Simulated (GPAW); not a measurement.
Runs of GPAW 26.7.0 on C. The structure is hexagonal, space group P6_3/mmc (No. 194). Conventional cell: a = 2.522 Å, b = 2.522 Å, c = 12.356 Å, α = 90.00°, β = 90.00°, γ = 120.00°. Around C (site symmetry 3m) lie 4 C at 1.54 Å. Around C (site symmetry 3m) lie 4 C at 1.54 Å. C (site symmetry 3m) is surrounded by 4 C at 1.54 Å. This is a hexagonal form of diamond, not graphite.

| task | level | potentials or basis | band path | band points | gap on the mesh (eV) | pressure (GPa) | V0 of scaled cells (Å³/atom) | B0 (GPa) | largest force (eV/Å) |
| --- | --- | --- | --- | --- | --- | --- | --- | --- | --- |
| equation of state | LDA | the program's PAW data sets (release 1.2.1) made for this functional, pw | - | - | - | - | 5.52 | 468 | - |
| band structure | PBEsol | PAW data sets generated in the run's folder for this functional, pw | GMKGALHA,LM,KH | 100 | 4.22 | -4.9 | - | - | 0.34 |
| equation of state | PBEsol | PAW data sets generated in the run's folder for this functional, pw | - | - | - | - | (a) | 451 | - |
| band structure | r2SCAN | GPAW PAW data sets (gpaw-data 1.2.1), pw | GMKGALHA,LM,KH | 100 | 4.57 | -2.7 | - | - | (b) |

Alike in all rows: no spin polarisation; cell as given; k mesh 8 × 8 × 2; cutoff (eV) 800; smearing fermi-dirac 0.05 eV.

Question: Fill in the values left out.

Answer: (a) 5.62; (b) 0.35.

Caveats: the cell was scaled at fixed shape and fractional positions, which overstates the stiffness of a crystal with free parameters, most of all of layers and chains (some runs); the PAW data sets were made with another functional, which shifts forces and pressure a little (some runs).

Runs at the PBE level aren't shown here.
